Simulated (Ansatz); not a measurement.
# MnO (Fm-3m) in Ansatz: single point with PBE

Aim: the single point of MnO with PBE.

Program: Ansatz 0.2.0. These are calculated values, not measurements. Logs are shortened: lines on timing, memory, paths and dates and some standing lists are left out, and cuts for length are marked.

## (1) The crystal as given

The structure is cubic, space group Fm-3m (No. 225). Conventional cell: a = 4.448 Å, b = 4.448 Å, c = 4.448 Å, α = 90.00°, β = 90.00°, γ = 90.00°. Around Mn (site symmetry m-3m) lie 6 O at 2.22 Å. O (site symmetry m-3m) is surrounded by 6 Mn at 2.22 Å.

The cell is a database's computed one.

## (2) Single point, PBE, collinear spin, ferromagnetic start

Input file input.yaml:

```yaml
crystal:
  lattice:
    - [0.0, 2.2239077028, 2.2239077028]
    - [2.2239077028, 0.0, 2.2239077028]
    - [2.2239077028, 2.2239077028, 0.0]
  atoms:
    - { symbol: Mn, position: [0.0, 0.0, 0.0], spin: 5.5 }
    - { symbol: O, position: [0.5, 0.5, 0.5] }
hamiltonian:
  xc: pbe
  pseudopotentials: { kind: paw }
magnetization:
  spin_polarized: true
kpoints:
  mp_grid: { grid: [10, 10, 10] }
scf:
  occupations: { method: fermi_dirac, width: 0.05 }
output:
  forces: true
  stress: true
  eigenvalues: true
```

Potentials or basis: Ansatz PAW.

Launch:

```
$ ansatz run input.yaml --threads 2 --pin off --max-ram 5120MiB --backend cpu --events-out ev --progress --plain --runs-dir out
```

The log of the run:

```text
Warning: where an SCF of this run starts from atoms to list the orders of its open shells, Mn (site 0, from 0) starts with 5.00 μB on its 3d shell, in the place of the 5.50 μB that the deck gives it: its open shells can hold no more by Hund's first rule. To start from spheres of the given moment, type scf.initial_density.shell_occupations: []
Warning: RAYON_NUM_THREADS=2 ignored (pool sized by the plan → 2); use --threads N
Engine: ansatz 0.2.0, aarch64-unknown-linux-gnu
Pseudopotentials: kind: paw
Pseudopotential: Mn, paw, valence charge 15, recommended cutoff 420 eV (normal), Mn.paw.azcp
Pseudopotential: O, paw, valence charge 6, recommended cutoff 420 eV (normal), O.paw.azcp
Functional definition: PBE
  parameter kappa = 0.804
  parameter beta = 0.06672455060314922
  exchange = pbe_x(kappa = kappa, mu = beta*pi^2/3)
  correlation = pbe_c(beta = beta)
Crystal: 2 atoms, lattice volume = 21.998 Å³
Basis set: ecut = 420 eV, 411 PW (Γ), exchange–correlation on 48×48×48 points (8 copies of the dense FFT grid, shifted against one another)
Bands: 18, of which v1, the nominal top of the filled ones, is band 11 counted from 1 (10 counted from 0)
Symmetry: 48 space group operations
Space group: Fm-3m (ITA 225), of the structure as read, at distance tolerance 2.8e-5 Å
Magnetic group: BNS 225.116 (UNI 1618), of the structure as read, at distance tolerance 2.8e-5 Å
k-points: 47 of 1000
Non-local potential: Mn, projectors of the file, l = 0: 3, l = 1: 2, l = 2: 3, l = 3: 1
Non-local potential: O, projectors of the file, l = 0: 2, l = 1: 2, l = 2: 1
PAW form: soft (Blöchl's): semilocal exchange-correlation on the pseudo side does not see the compensation charge
PAW one-centre angular grid: Mn, 590 points (default); XC on 64 Gauss nodes
PAW one-centre angular grid: O, 110 points (default); XC on 64 Gauss nodes
Initial density: superposition of atomic densities (chi_scale 0.1, normalization cell, long waves kept (reshape's long-wave potential 0.00 eV rms))
Starting moments: Σ|m| = 5.5 μB on 1 of 2 sites
Initial wavefunctions: pseudopotential atomic-orbital guess
Functional: x = pbe(κ = 0.804, μ = 0.2195149727645171), c = pbe(β = 0.06672455060314922)
SCF iter   1: F=—  HF=-4466.707171 eV  |F-HF|=—  |Δ(HF+E_count)|=         —  Δρ=1.01e-1 (↑8.08e-2 ↓1.01e-1)  dr2=5.86e0  dr2_m=8.09e-2  M=4.612 μB ∫|m|=4.612 μB  β_m=0.30  ethr=3.10e-3  ⟨swp⟩=3.8  Hψ=6737  notcnv=0
Mixer restart at iter 1: flushing history
preconditioner: auto → none  [metal: Δε(μ)=0.042 eV  Ē_g=14.157 eV  σ=0.050 eV  W_gap=0.21  n_scr=8 (ndim 8)  ℏωp=28.5 eV  f_vac=0.000  D(μ)=1.20/eV (n_scr^D=14)  sad-step TF]
SCF iter   2: F=—  HF=-4466.235510 eV  |F-HF|=—  |Δ(HF+E_count)|=   4.72e-1  Δρ=4.47e-2 (↑3.62e-2 ↓4.47e-2)  dr2=1.20e0  dr2_m=3.67e-2  M=4.775 μB ∫|m|=4.775 μB  β_m=0.40  ethr=3.10e-3  ⟨swp⟩=2.8  Hψ=3876  notcnv=0  defer=121
SCF iter   3: F=—  HF=-4466.177700 eV  |F-HF|=—  |Δ(HF+E_count)|=   5.78e-2  Δρ=1.93e-2 (↑1.18e-2 ↓1.93e-2)  dr2=7.88e-2  dr2_m=2.97e-2  M=4.762 μB ∫|m|=4.762 μB  β_m=0.50  ethr=3.10e-3  ⟨swp⟩=2.7  Hψ=3317  notcnv=0  defer=131
SCF iter   4: F=—  HF=-4466.130456 eV  |F-HF|=—  |Δ(HF+E_count)|=         —  Δρ=8.51e-3 (↑6.70e-3 ↓8.51e-3)  dr2=8.92e-3  dr2_m=9.28e-3  M=4.759 μB ∫|m|=4.759 μB  β_m=0.50  ethr=3.75e-4  ⟨swp⟩=2.2  Hψ=2960  notcnv=0  defer=129
Mixer restart at iter 4: flushing history
SCF iter   5: F=—  HF=-4466.149626 eV  |F-HF|=—  |Δ(HF+E_count)|=   1.92e-2  Δρ=6.56e-3 (↑6.56e-3 ↓1.92e-3)  dr2=6.85e-3  dr2_m=2.16e-3  M=4.777 μB ∫|m|=4.777 μB  β_m=0.60  ethr=4.25e-5  ⟨swp⟩=2.1  Hψ=2618  notcnv=0  defer=129
SCF iter   6: F=—  HF=-4466.168945 eV  |F-HF|=—  |Δ(HF+E_count)|=   1.93e-2  Δρ=1.78e-3 (↑1.70e-3 ↓1.78e-3)  dr2=7.88e-4  dr2_m=3.77e-4  M=4.785 μB ∫|m|=4.785 μB  β_m=0.62  ethr=3.26e-5  ⟨swp⟩=2.0  Hψ=2939  notcnv=0  defer=129
SCF iter   7: F=—  HF=-4466.173309 eV  |F-HF|=—  |Δ(HF+E_count)|=   4.36e-3  Δρ=1.29e-3 (↑1.29e-3 ↓1.01e-3)  dr2=8.20e-4  dr2_m=4.78e-5  M=4.788 μB ∫|m|=4.788 μB  β_m=0.67  ethr=3.75e-6  ⟨swp⟩=2.0  Hψ=3340  notcnv=0  defer=129
SCF iter   8: F=—  HF=-4466.174376 eV  |F-HF|=—  |Δ(HF+E_count)|=   1.07e-3  Δρ=9.33e-4 (↑9.33e-4 ↓5.89e-4)  dr2=3.47e-4  dr2_m=4.07e-5  M=4.792 μB ∫|m|=4.792 μB  β_m=0.62  ethr=3.75e-6  ⟨swp⟩=2.5  Hψ=2497  notcnv=0  defer=129
SCF iter   9: F=—  HF=-4466.174672 eV  |F-HF|=—  |Δ(HF+E_count)|=   2.96e-4  Δρ=2.51e-4 (↑2.51e-4 ↓1.48e-4)  dr2=1.68e-5  dr2_m=4.67e-6  M=4.792 μB ∫|m|=4.792 μB  β_m=0.81  ethr=1.65e-6  ⟨swp⟩=2.0  Hψ=2271  notcnv=0  defer=129
SCF iter  10: F=—  HF=-4466.174700 eV  |F-HF|=—  |Δ(HF+E_count)|=   2.80e-5  Δρ=2.25e-5 (↑2.25e-5 ↓8.16e-6)  dr2=1.24e-7  dr2_m=2.01e-8  M=4.792 μB ∫|m|=4.792 μB  β_m=0.80  ethr=7.98e-8  ⟨swp⟩=2.0  Hψ=2276  notcnv=0  defer=129
SCF iter  11: F=—  HF=-4466.174700 eV  |F-HF|=—  |Δ(HF+E_count)|=   6.23e-8  Δρ=1.33e-6 (↑1.33e-6 ↓7.96e-7)  dr2=4.21e-10  dr2_m=1.11e-10  M=4.792 μB ∫|m|=4.792 μB  β_m=0.90  ethr=5.91e-10  ⟨swp⟩=2.1  Hψ=2348  notcnv=0  defer=129
SCF iter  12: F=-4466.174700 eV  HF=-4466.174700 eV  |F-HF|=1.18e-11  |Δ(HF+E_count)|=  3.57e-10  Δρ=1.47e-7 (↑1.41e-7 ↓1.47e-7)  dr2=1.47e-11  dr2_m=6.71e-13  M=4.792 μB ∫|m|=4.792 μB  ethr=2.00e-12  ⟨swp⟩=5.6  Hψ=6711  notcnv=0
SCF 1 converged in 12 iterations: F = -4466.174700 eV  dr2 = 1.47e-11
SCF converged after 12 iterations
Magnetization: 4.7922 μB (12.8961 up, 8.1039 down)
Absolute magnetization: 4.7922 μB (∫|ρ↑−ρ↓|, with the PAW one-centre terms)
Spin contamination: 0.0104 ħ² per cell (⟨S²⟩ above its minimum at these occupations)
Per-site moments (μB) at R_I (Å): [(4.06273295139371, 0.9173619274050001), (0.23577152983907596, 0.9173619274050001)]
Free energy (F): -4466.174700 eV
Harris-Foulkes:  -4466.174700 eV  (|F-HF|=1.18e-11)
Internal energy: -4466.167522 eV  (E = F + TS)
E sigma→0 (E₀):  -4466.171111 eV
Entropy (-TS):   -0.007178 eV (-3.589 meV/atom)
Fermi energy:    13.384566 eV
--- Per-component energies (eV) ---
  E_band       = -247.822701
  E_kinetic    = 474.011186
  E_local      = -2233.118094  (includes V_loc(G=0)·N_el)
  E_nonlocal   = 302.710727
  E_hartree    = 895.345683
  E_xc         = -184.515257
  E_vxc        = -235.711296  (∫ρ·V_xc dr)
  E_paw        = -1466.032235  (= ΣΔE_a)
  E_vpaw       = -346.408879  (= ΣTr[D̂ρ^β])
  E_aug_tail   = 0.002392  (compensation charges beyond the density's cutoff)
  E_ewald      = -2254.571925
  E_smearing   = -0.007178  (= −TS)
  E_closure    = 0.000000  (closes the sum)
  Σ components = -4466.174700   (vs F -4466.174700, Δ=0.00e0)
--- Forces (eV/Å), atoms counted from 1 ---
  atom   1  Mn    -0.00000000     0.00000000    -0.00000000
  atom   2  O      0.00000000    -0.00000000     0.00000000
  max |Σ_I F_I| component: 1.88e-29 eV/Å
--- Stress (GPa, compression-positive) ---
        0.054162       0.000000       0.000000
        0.000000       0.054162       0.000000
        0.000000       0.000000       0.054162
  P = ⅓ Tr σ = 0.0542 GPa (0.542 kbar)
--- Band table (eV; the first three rows and the last of 94) ---
  k-point 0 ↑: bands = ["-68.2189", "-36.9588", "-36.9588", "-36.9588", "-6.8932", "9.6230", "9.6230", "9.6230", "10.1729", "10.1729", "10.1729", "10.7025", "10.7025", "12.8283", "27.3082", "29.5917", "29.5917", "29.5917"]
  k-point 1 ↑: bands = ["-68.2183", "-36.9649", "-36.9596", "-36.9596", "-6.8085", "8.7517", "9.0849", "9.0849", "10.2897", "10.2897", "10.4277", "11.2468", "11.2468", "13.5261", "26.1885", "29.2331", "29.2331", "29.8166"]
  k-point 2 ↑: bands = ["-68.2166", "-36.9809", "-36.9616", "-36.9616", "-6.5786", "7.4231", "8.3576", "8.3576", "10.4993", "10.4993", "10.6845", "12.0992", "12.0992", "14.8378", "24.2030", "28.0256", "28.0256", "30.2304"]
  k-point 46 ↓: bands = ["-63.4286", "-32.3239", "-32.3108", "-32.2971", "-5.4465", "7.4191", "7.9864", "8.2242", "14.1617", "15.1105", "15.5411", "15.8186", "16.2530", "21.9359", "22.6371", "23.5030", "26.1783", "31.8902"]
```

It took 1.6 s on 2 threads of Arm Neoverse V2, shared host; peak memory 0.3 GiB.

What came out:

| Quantity | Value |
| --- | --- |
| Free energy | -4466.1747 eV |
| Pressure | 0.1 GPa |
| Band gap on the k mesh | none (metal or under the smearing width) |
| Net moment | 4.79 μB per cell |
| Absolute moment | 4.79 μB per cell |
| Site moments | Mn +4.06; O +0.24 μB |

Levels at points of the mesh, in eV from the Fermi level:
Spin up:
| k point | band 9 | band 10 | band 11 | band 12 | band 13 | band 14 | band 15 | band 16 | band 17 | band 18 |
| --- | --- | --- | --- | --- | --- | --- | --- | --- | --- | --- |
| (0.00, 0.00, 0.00) | -3.21 | -3.21 | -3.21 | -2.68 | -2.68 | -0.56 | 13.92 | 16.21 | 16.21 | 16.21 |
| (0.00, 0.00, -0.50) | -2.32 | -2.32 | -1.88 | 0.20 | 0.20 | 3.45 | 7.69 | 11.80 | 11.80 | 18.35 |
| (0.00, -0.50, -0.50) | -4.21 | -2.26 | -2.04 | -2.04 | -1.92 | 4.98 | 7.77 | 10.35 | 13.55 | 13.55 |
Spin down:
```
             k point  band 4  band 5  band 6  band 7  band 8  band 9  band 10  band 11  band 12  band 13
  (0.00, 0.00, 0.00)  -45.65  -19.83   -3.37   -3.37   -3.37    0.76     0.76     0.76     0.76     1.39
 (0.00, 0.00, -0.50)  -45.66  -18.88   -7.38   -4.86   -4.86    1.95     1.99     1.99     3.66     3.66
(0.00, -0.50, -0.50)  -45.68  -18.91   -6.43   -4.35   -4.35   -0.82     1.98     2.18     2.43     2.43
```

Caveat: the pressure holds a Pulay correction of +0.6 GPa for the finite cutoff; a cell with one magnetic atom can't hold antiferromagnetic order, which such compounds often take; semilocal functionals often make such compounds metallic where correlation or magnetic order opens a gap, which also shifts bond lengths. With open d or f shells a metallic result of PBE can be an artefact of self-interaction; +U or a hybrid may open a gap.
